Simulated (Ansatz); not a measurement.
# Tin, alpha-Sn (diamond) under r²SCAN: testing the cold (Marzari-Vanderbilt) smearing

Aim: find which cold (Marzari-Vanderbilt) smearing width is enough for energy and pressure. The geometry was relaxed under r²SCAN beforehand and stays fixed; 7 values are run, from 0.01 to 1.0 eV. Wanted are the values from which on the energy stays within 10 and 1 meV/atom, and the pressure within 0.5 GPa, of the narrowest run. Within the series other settings stay, but some runs also write fields, which adds to their time. Spin polarisation is left out.

Method: DFT r²SCAN, plane waves with PAW, scalar-relativistic, in Ansatz 0.2.0.

## (1) The structure to begin with

It takes space group Fd-3m (No. 227, cubic). Conventional cell: a = 6.568 Å, b = 6.568 Å, c = 6.568 Å, α = 90.00°, β = 90.00°, γ = 90.00°. Around Sn (site symmetry -43m) lie 4 Sn at 2.84 Å.

Structure file:

```xyz
2
Lattice="0.0000 3.2841 3.2841 3.2841 0.0000 3.2841 3.2841 3.2841 0.0000" Properties=species:S:1:pos:R:3 pbc="T T T"
Sn    3.2841    3.2841    3.2841
Sn    4.9261    4.9261    4.9261
```

## (2) With a width of 0.01 eV

The run at 0.01 eV.

Contents of input.yaml:

```yaml
crystal:
  lattice:
    - [0.0, 3.2840539893, 3.2840539893]
    - [3.2840539893, 0.0, 3.2840539893]
    - [3.2840539893, 3.2840539893, 0.0]
  atoms:
    - { symbol: Sn, position: [0.5, 0.5, 0.5] }
    - { symbol: Sn, position: [0.75, 0.75, 0.75] }
hamiltonian:
  xc: r2scan
  pseudopotentials:
    kind: paw
    azcp:
      Sn: "pseudopotentials/Sn.paw.azcp"
basis:
  ecutwfc: 500
  fft_grid_basis: typed
kpoints:
  mp_grid: { grid: [8, 8, 8], shift: [0, 0, 0] }
magnetization:
  spin_polarized: false
scf:
  occupations: { method: cold, width: 0.01 }
  lower_state_search: "off"
output:
  stress: true
```

Started as:

```bash
> ansatz run input.yaml --threads 2 --pin off --max-ram 5120MiB --backend cpu --events-out ev --progress --plain --runs-dir out
```

Standard output, cut to the lines that bear on the results:

```text
Warning: RAYON_NUM_THREADS=2 ignored (pool sized by the plan → 2); use --threads N
[...]
Pseudopotentials: kind: paw
Pseudopotential: Sn, paw, valence charge 14, recommended cutoff 500 eV (meta_gga), <dir>
Functional definition: r2SCAN
[...]
Crystal: 2 atoms, lattice volume = 70.837 Å³
Basis set: ecut = 500 eV, 1807 PW (Γ), exchange–correlation on 144×144×144 points (64 copies of the dense FFT grid, shifted against one another)
Bands: 18, of which v1, the nominal top of the filled ones, is band 14 counted from 1 (13 counted from 0)
Symmetry: 48 space group operations
Space group: Fd-3m (ITA 227), of the structure as read, at distance tolerance 4.1e-5 Å
k-points: 29 of 512
[...]
SCF iter   1: F=—  HF=-12077.264988 eV  |F-HF|=—  |Δ(HF+E_count)|=         —  Δρ=4.96e-3  dr2=7.24e-3  dr2_τ=4.51e-3  ethr=1.77e-3  ⟨swp⟩=6.3  Hψ=2894  notcnv=0
[...]
SCF iter   6: F=-12077.272688 eV  HF=-12077.272688 eV  |F-HF|=6.86e-10  |Δ(HF+E_count)|=   2.17e-8  S|Δr|=    0.00e0  Δρ=1.19e-6  dr2=1.21e-9  dr2_τ=8.02e-11  ethr=6.58e-11  ⟨swp⟩=2.4  Hψ=1680  notcnv=0
[...]
SCF converged after 6 iterations
Stability not checked: this state was not tested for a lower state beside it, because cold or Methfessel-Paxton smearing, or corrected tetrahedra, fill the levels in a way that the test cannot read (fill_not_monotonic; see scf.lower_state_search)
Free energy (F): -12077.272688 eV
[...]
E sigma→0 (E₀):  -12077.272683 eV
Entropy (-TS):   -0.000014 eV (-0.007 meV/atom)
Fermi energy:    7.318380 eV
Step filling:    the computed levels leave a gap of 0.0000 eV = 0.0 smearing widths at the electron count; against every level under it full and every level over it empty, smearing changes F+E_penalty+E_count by -0.014 meV and its σ→0 estimate by -9.56e-3 meV
[...]
--- Stress (GPa, compression-positive) ---
       -0.039582       0.000000      -0.000000
        0.000000      -0.039582      -0.000000
       -0.000000      -0.000000      -0.039582
  P = ⅓ Tr σ = -0.0396 GPa (-0.396 kbar)
```

Run time: 3.3 s. Hardware: 2 threads of Arm Neoverse V1, shared host; peak memory 0.54 GiB.

## (3) With a width of 0.03 eV

The run at 0.03 eV.

input.yaml: that of step 2 with these lines changed.

```diff
@@ -22,3 +22,3 @@
 scf:
-  occupations: { method: cold, width: 0.01 }
+  occupations: { method: cold, width: 0.03 }
   lower_state_search: "off"
@@ -26 +26,5 @@
   stress: true
+  write_density: true
+  write_potential: true
+  elf: true
+  volumetric_format: npy
```

Started as:

```bash
> ansatz run input.yaml --threads 2 --pin off --max-ram 5120MiB --backend cpu --events-out ev --progress --plain --runs-dir out
```

Standard output, cut to the lines that bear on the results:

```text
Warning: RAYON_NUM_THREADS=2 ignored (pool sized by the plan → 2); use --threads N
[...]
Pseudopotentials: kind: paw
Pseudopotential: Sn, paw, valence charge 14, recommended cutoff 500 eV (meta_gga), <dir>
Functional definition: r2SCAN
[...]
Crystal: 2 atoms, lattice volume = 70.837 Å³
Basis set: ecut = 500 eV, 1807 PW (Γ), exchange–correlation on 144×144×144 points (64 copies of the dense FFT grid, shifted against one another)
Bands: 18, of which v1, the nominal top of the filled ones, is band 14 counted from 1 (13 counted from 0)
Symmetry: 48 space group operations
Space group: Fd-3m (ITA 227), of the structure as read, at distance tolerance 4.1e-5 Å
k-points: 29 of 512
[...]
SCF iter   1: F=—  HF=-12077.265025 eV  |F-HF|=—  |Δ(HF+E_count)|=         —  Δρ=4.95e-3  dr2=7.22e-3  dr2_τ=4.51e-3  ethr=1.77e-3  ⟨swp⟩=6.2  Hψ=2852  notcnv=0
[...]
Free energy (F): -12077.272717 eV
[...]
E sigma→0 (E₀):  -12077.272701 eV
Entropy (-TS):   -0.000046 eV (-0.023 meV/atom)
Fermi energy:    7.325463 eV
Step filling:    the computed levels leave a gap of 0.0000 eV = 0.0 smearing widths at the electron count; against every level under it full and every level over it empty, smearing changes F+E_penalty+E_count by -0.043 meV and its σ→0 estimate by -0.028 meV
[...]
--- Stress (GPa, compression-positive) ---
       -0.039390      -0.000000       0.000000
       -0.000000      -0.039390       0.000000
       -0.000000      -0.000000      -0.039390
  P = ⅓ Tr σ = -0.0394 GPa (-0.394 kbar)
--- Band table (eV; the first three rows and the last of 29) ---
  k-point 0: bands = ["-15.0829", "-15.0829", "-15.0829", "-15.0241", "-15.0241", "-14.7284", "-14.7284", "-14.7284", "-14.7167", "-14.7167", "-3.5770", "6.6874", "7.3148", "7.3148", "7.3148", "9.5281", "9.5281", "9.5281"]
[...]
```

Wall time 4.2 s (2 threads of Arm Neoverse V1, shared host); peak memory 0.55 GiB.

## (4) With a width of 0.1 eV

The run at 0.1 eV.

input.yaml: that of step 3 with these lines changed.

```diff
@@ -22,3 +22,3 @@
 scf:
-  occupations: { method: cold, width: 0.03 }
+  occupations: { method: cold, width: 0.1 }
   lower_state_search: "off"
@@ -26,5 +26 @@
   stress: true
-  write_density: true
-  write_potential: true
-  elf: true
-  volumetric_format: npy
```

Started as:

```bash
> ansatz run input.yaml --threads 2 --pin off --max-ram 5120MiB --backend cpu --events-out ev --progress --plain --runs-dir out
```

Standard output, cut to the lines that bear on the results:

```text
Warning: RAYON_NUM_THREADS=2 ignored (pool sized by the plan → 2); use --threads N
[...]
Pseudopotentials: kind: paw
Pseudopotential: Sn, paw, valence charge 14, recommended cutoff 500 eV (meta_gga), <dir>
Functional definition: r2SCAN
[...]
Crystal: 2 atoms, lattice volume = 70.837 Å³
Basis set: ecut = 500 eV, 1807 PW (Γ), exchange–correlation on 144×144×144 points (64 copies of the dense FFT grid, shifted against one another)
Bands: 18, of which v1, the nominal top of the filled ones, is band 14 counted from 1 (13 counted from 0)
Symmetry: 48 space group operations
Space group: Fd-3m (ITA 227), of the structure as read, at distance tolerance 4.1e-5 Å
k-points: 29 of 512
[...]
SCF iter   1: F=—  HF=-12077.265291 eV  |F-HF|=—  |Δ(HF+E_count)|=         —  Δρ=4.92e-3  dr2=7.19e-3  dr2_τ=4.49e-3  ethr=1.77e-3  ⟨swp⟩=5.9  Hψ=2756  notcnv=0
[...]
SCF iter   6: F=-12077.272919 eV  HF=-12077.272919 eV  |F-HF|=5.66e-10  |Δ(HF+E_count)|=   2.17e-8  S|Δr|=    0.00e0  Δρ=1.13e-6  dr2=1.06e-9  dr2_τ=6.93e-11  ethr=6.30e-11  ⟨swp⟩=2.1  Hψ=1670  notcnv=0
[...]
SCF converged after 6 iterations
Stability not checked: this state was not tested for a lower state beside it, because cold or Methfessel-Paxton smearing, or corrected tetrahedra, fill the levels in a way that the test cannot read (fill_not_monotonic; see scf.lower_state_search)
Free energy (F): -12077.272919 eV
[...]
E sigma→0 (E₀):  -12077.272801 eV
Entropy (-TS):   -0.000353 eV (-0.177 meV/atom)
Fermi energy:    7.322768 eV
Step filling:    the computed levels leave a gap of 0.0000 eV = 0.0 smearing widths at the electron count; against every level under it full and every level over it empty, smearing changes F+E_penalty+E_count by -0.246 meV and its σ→0 estimate by -0.128 meV
[...]
--- Stress (GPa, compression-positive) ---
       -0.028785       0.000000      -0.000000
        0.000000      -0.028785      -0.000000
        0.000000       0.000000      -0.028785
  P = ⅓ Tr σ = -0.0288 GPa (-0.288 kbar)
```

It took 3.2 s on 2 threads of Arm Neoverse V1, shared host; peak memory 0.54 GiB.

## (5) With a width of 0.2 eV

The run at 0.2 eV.

input.yaml: that of step 4 with these lines changed.

```diff
@@ -22,3 +22,3 @@
 scf:
-  occupations: { method: cold, width: 0.1 }
+  occupations: { method: cold, width: 0.2 }
   lower_state_search: "off"
```

Started as:

```bash
> ansatz run input.yaml --threads 2 --pin off --max-ram 5120MiB --backend cpu --events-out ev --progress --plain --runs-dir out
```

Standard output, cut to the lines that bear on the results:

```text
Warning: RAYON_NUM_THREADS=2 ignored (pool sized by the plan → 2); use --threads N
[...]
Pseudopotentials: kind: paw
Pseudopotential: Sn, paw, valence charge 14, recommended cutoff 500 eV (meta_gga), <dir>
Functional definition: r2SCAN
[...]
Crystal: 2 atoms, lattice volume = 70.837 Å³
Basis set: ecut = 500 eV, 1807 PW (Γ), exchange–correlation on 144×144×144 points (64 copies of the dense FFT grid, shifted against one another)
Bands: 18, of which v1, the nominal top of the filled ones, is band 14 counted from 1 (13 counted from 0)
Symmetry: 48 space group operations
Space group: Fd-3m (ITA 227), of the structure as read, at distance tolerance 4.1e-5 Å
k-points: 29 of 512
[...]
SCF iter   1: F=—  HF=-12077.264311 eV  |F-HF|=—  |Δ(HF+E_count)|=         —  Δρ=4.94e-3  dr2=7.20e-3  dr2_τ=4.50e-3  ethr=1.77e-3  ⟨swp⟩=5.3  Hψ=2578  notcnv=0
[...]
SCF iter   6: F=-12077.271951 eV  HF=-12077.271951 eV  |F-HF|=6.82e-10  |Δ(HF+E_count)|=   2.17e-8  S|Δr|=    0.00e0  Δρ=1.19e-6  dr2=1.21e-9  dr2_τ=7.87e-11  ethr=6.55e-11  ⟨swp⟩=2.3  Hψ=1676  notcnv=0
[...]
SCF converged after 6 iterations
Stability not checked: this state was not tested for a lower state beside it, because cold or Methfessel-Paxton smearing, or corrected tetrahedra, fill the levels in a way that the test cannot read (fill_not_monotonic; see scf.lower_state_search)
Free energy (F): -12077.271951 eV
[...]
E sigma→0 (E₀):  -12077.272669 eV
Entropy (-TS):   0.002156 eV (1.078 meV/atom)
Fermi energy:    7.223219 eV
Step filling:    the computed levels leave a gap of 0.0000 eV = 0.0 smearing widths at the electron count; against every level under it full and every level over it empty, smearing changes F+E_penalty+E_count by +0.723 meV and its σ→0 estimate by +3.96e-3 meV
[...]
--- Stress (GPa, compression-positive) ---
       -0.036824       0.000000      -0.000000
        0.000000      -0.036824      -0.000000
       -0.000000      -0.000000      -0.036824
  P = ⅓ Tr σ = -0.0368 GPa (-0.368 kbar)
```

Run time: 3.2 s. Hardware: 2 threads of Arm Neoverse V1, shared host; peak memory 0.54 GiB.

## (6) With a width of 0.3 eV

The run at 0.3 eV.

input.yaml: that of step 5 with these lines changed.

```diff
@@ -22,3 +22,3 @@
 scf:
-  occupations: { method: cold, width: 0.2 }
+  occupations: { method: cold, width: 0.3 }
   lower_state_search: "off"
```

Started as:

```bash
> ansatz run input.yaml --threads 2 --pin off --max-ram 5120MiB --backend cpu --events-out ev --progress --plain --runs-dir out
```

Standard output, cut to the lines that bear on the results:

```text
Warning: RAYON_NUM_THREADS=2 ignored (pool sized by the plan → 2); use --threads N
[...]
Pseudopotentials: kind: paw
Pseudopotential: Sn, paw, valence charge 14, recommended cutoff 500 eV (meta_gga), <dir>
Functional definition: r2SCAN
[...]
Crystal: 2 atoms, lattice volume = 70.837 Å³
Basis set: ecut = 500 eV, 1807 PW (Γ), exchange–correlation on 144×144×144 points (64 copies of the dense FFT grid, shifted against one another)
Bands: 18, of which v1, the nominal top of the filled ones, is band 14 counted from 1 (13 counted from 0)
Symmetry: 48 space group operations
Space group: Fd-3m (ITA 227), of the structure as read, at distance tolerance 4.1e-5 Å
k-points: 29 of 512
[...]
SCF iter   1: F=—  HF=-12077.263601 eV  |F-HF|=—  |Δ(HF+E_count)|=         —  Δρ=4.89e-3  dr2=7.14e-3  dr2_τ=4.48e-3  ethr=1.77e-3  ⟨swp⟩=5.2  Hψ=2520  notcnv=0
[...]
SCF iter   6: F=-12077.271135 eV  HF=-12077.271135 eV  |F-HF|=5.35e-10  |Δ(HF+E_count)|=   1.98e-8  S|Δr|=    0.00e0  Δρ=1.05e-6  dr2=9.23e-10  dr2_τ=6.06e-11  ethr=6.17e-11  ⟨swp⟩=2.0  Hψ=1671  notcnv=0
[...]
SCF converged after 6 iterations
Stability not checked: this state was not tested for a lower state beside it, because cold or Methfessel-Paxton smearing, or corrected tetrahedra, fill the levels in a way that the test cannot read (fill_not_monotonic; see scf.lower_state_search)
Free energy (F): -12077.271135 eV
[...]
E sigma→0 (E₀):  -12077.271950 eV
Entropy (-TS):   0.002445 eV (1.223 meV/atom)
Fermi energy:    7.255688 eV
Step filling:    the computed levels leave a gap of 0.0000 eV = 0.0 smearing widths at the electron count; against every level under it full and every level over it empty, smearing changes F+E_penalty+E_count by +1.539 meV and its σ→0 estimate by +0.724 meV
[...]
--- Stress (GPa, compression-positive) ---
       -0.014544       0.000000      -0.000000
       -0.000000      -0.014544      -0.000000
       -0.000000       0.000000      -0.014544
  P = ⅓ Tr σ = -0.0145 GPa (-0.145 kbar)
```

Run time: 3.2 s. Hardware: 2 threads of Arm Neoverse V1, shared host; peak memory 0.54 GiB.

## (7) With a width of 0.6 eV

The run at 0.6 eV.

input.yaml: that of step 6 with these lines changed.

```diff
@@ -22,3 +22,3 @@
 scf:
-  occupations: { method: cold, width: 0.3 }
+  occupations: { method: cold, width: 0.6 }
   lower_state_search: "off"
```

Started as:

```bash
> ansatz run input.yaml --threads 2 --pin off --max-ram 5120MiB --backend cpu --events-out ev --progress --plain --runs-dir out
```

Standard output, cut to the lines that bear on the results:

```text
Warning: RAYON_NUM_THREADS=2 ignored (pool sized by the plan → 2); use --threads N
[...]
Pseudopotentials: kind: paw
Pseudopotential: Sn, paw, valence charge 14, recommended cutoff 500 eV (meta_gga), <dir>
Functional definition: r2SCAN
[...]
Crystal: 2 atoms, lattice volume = 70.837 Å³
Basis set: ecut = 500 eV, 1807 PW (Γ), exchange–correlation on 144×144×144 points (64 copies of the dense FFT grid, shifted against one another)
Bands: 18, of which v1, the nominal top of the filled ones, is band 14 counted from 1 (13 counted from 0)
Symmetry: 48 space group operations
Space group: Fd-3m (ITA 227), of the structure as read, at distance tolerance 4.1e-5 Å
k-points: 29 of 512
[...]
SCF iter   1: F=—  HF=-12077.252699 eV  |F-HF|=—  |Δ(HF+E_count)|=         —  Δρ=4.86e-3  dr2=7.19e-3  dr2_τ=4.43e-3  ethr=1.77e-3  ⟨swp⟩=5.0  Hψ=2432  notcnv=0
[...]
SCF iter   7: F=-12077.259801 eV  HF=-12077.259801 eV  |F-HF|=5.44e-9  |Δ(HF+E_count)|=   6.33e-8  S|Δr|=    0.00e0  Δρ=3.76e-6  dr2=1.07e-8  dr2_τ=1.19e-10  ethr=3.57e-10  ⟨swp⟩=4.9  Hψ=1664  notcnv=0
[...]
SCF converged after 7 iterations
Stability not checked: this state was not tested for a lower state beside it, because cold or Methfessel-Paxton smearing, or corrected tetrahedra, fill the levels in a way that the test cannot read (fill_not_monotonic; see scf.lower_state_search)
Free energy (F): -12077.259801 eV
[...]
E sigma→0 (E₀):  -12077.278370 eV
Entropy (-TS):   0.055706 eV (27.853 meV/atom)
Fermi energy:    7.128468 eV
Step filling:    the computed levels leave a gap of 0.0000 eV = 0.0 smearing widths at the electron count; against every level under it full and every level over it empty, smearing changes F+E_penalty+E_count by +12.876 meV and its σ→0 estimate by -5.693 meV
[...]
--- Stress (GPa, compression-positive) ---
       -0.133990       0.000000      -0.000000
        0.000000      -0.133990       0.000000
        0.000000       0.000000      -0.133990
  P = ⅓ Tr σ = -0.1340 GPa (-1.340 kbar)
```

It took 3.1 s on 2 threads of Arm Neoverse V1, shared host; peak memory 0.54 GiB.

## (8) With a width of 1.0 eV

The run at 1.0 eV.

input.yaml: that of step 7 with these lines changed.

```diff
@@ -22,3 +22,3 @@
 scf:
-  occupations: { method: cold, width: 0.6 }
+  occupations: { method: cold, width: 1.0 }
   lower_state_search: "off"
@@ -26 +26,5 @@
   stress: true
+  write_density: true
+  write_potential: true
+  elf: true
+  volumetric_format: npy
```

Started as:

```bash
> ansatz run input.yaml --threads 2 --pin off --max-ram 5120MiB --backend cpu --events-out ev --progress --plain --runs-dir out
```

Standard output, cut to the lines that bear on the results:

```text
Warning: RAYON_NUM_THREADS=2 ignored (pool sized by the plan → 2); use --threads N
band count auto-derived: 20 (N_el = 28.0; filled up to band 14; 18 by the electrons, moments and atoms)
[...]
Pseudopotentials: kind: paw
Pseudopotential: Sn, paw, valence charge 14, recommended cutoff 500 eV (meta_gga), <dir>
Functional definition: r2SCAN
[...]
Crystal: 2 atoms, lattice volume = 70.837 Å³
Basis set: ecut = 500 eV, 1807 PW (Γ), exchange–correlation on 144×144×144 points (64 copies of the dense FFT grid, shifted against one another)
Bands: 20, of which v1, the nominal top of the filled ones, is band 14 counted from 1 (13 counted from 0)
Symmetry: 48 space group operations
Space group: Fd-3m (ITA 227), of the structure as read, at distance tolerance 4.1e-5 Å
k-points: 29 of 512
[...]
Free energy (F): -12077.185929 eV
[...]
E sigma→0 (E₀):  -12077.273241 eV
Entropy (-TS):   0.261933 eV (130.967 meV/atom)
Fermi energy:    6.957964 eV
Step filling:    the computed levels leave a gap of 0.0000 eV = 0.0 smearing widths at the electron count; against every level under it full and every level over it empty, smearing changes F+E_penalty+E_count by +86.793 meV and its σ→0 estimate by -0.518 meV
[...]
--- Stress (GPa, compression-positive) ---
       -0.482882      -0.000000       0.000000
        0.000000      -0.482882      -0.000000
       -0.000000      -0.000000      -0.482882
  P = ⅓ Tr σ = -0.4829 GPa (-4.829 kbar)
--- Band table (eV; the first three rows and the last of 29) ---
  k-point 0: bands = ["-15.1090", "-15.1090", "-15.1090", "-15.0497", "-15.0497", "-14.7545", "-14.7545", "-14.7545", "-14.7426", "-14.7426", "-3.5934", "6.6708", "7.3009", "7.3009", "7.3009", "9.5166", "9.5166", "9.5166", "12.6782", "15.4768"]
[...]
```

Wall time 4.1 s (2 threads of Arm Neoverse V1, shared host); peak memory 0.55 GiB.

## (9) Convergence table

Energies count from the run at 0.01 eV.

```csv
smearing (eV),F (meV/atom),E(σ → 0) (meV/atom),P (GPa),SCF cycles,CPU time
0.01,0.00,0.00,-0.04,6,6.3 s
0.03,-0.01,-0.01,-0.04,6,8 s
0.1,-0.12,-0.06,-0.03,6,6.2 s
0.2,0.37,0.01,-0.04,6,6.1 s
0.3,0.78,0.37,-0.01,6,6.1 s
0.6,6.44,-2.84,-0.13,7,5.9 s
1.0,43.38,-0.28,-0.48,7,7.8 s
```

## (10) What came out

```
                                           quantity                       value
       E(σ → 0) stays within 10 meV/atom of 0.01 eV                up to 1.0 eV
                   E(σ → 0) stays within 1 meV/atom                up to 0.3 eV
                      pressure stays within 0.5 GPa                up to 1.0 eV
                                pressure at 0.01 eV                   -0.04 GPa
energy of a separate run on a finer mesh (14×14×14)  -4.0 meV/atom from 0.01 eV
```

**Reading.** At 1.0 eV the energy differs by -0.3 meV/atom and the pressure by -0.4 GPa. Over the range F shifts by +43.4 meV/atom, while E(σ → 0) shifts by -0.3. This scheme cancels the term in the square of the width, so F moves little up to 0.2 eV. The mesh (8×8×8) is fixed, so the narrowest widths carry a k-point error of their own. The yardstick itself is unsettled by 4.0 meV/atom against the finer mesh, so the thresholds above hold only within this series, and wider smearing, which averages over more states, can land nearer the fine-mesh value than the narrowest does. The cell taken over is 4 % larger than the measured one (34.19 Å³/atom, COD).
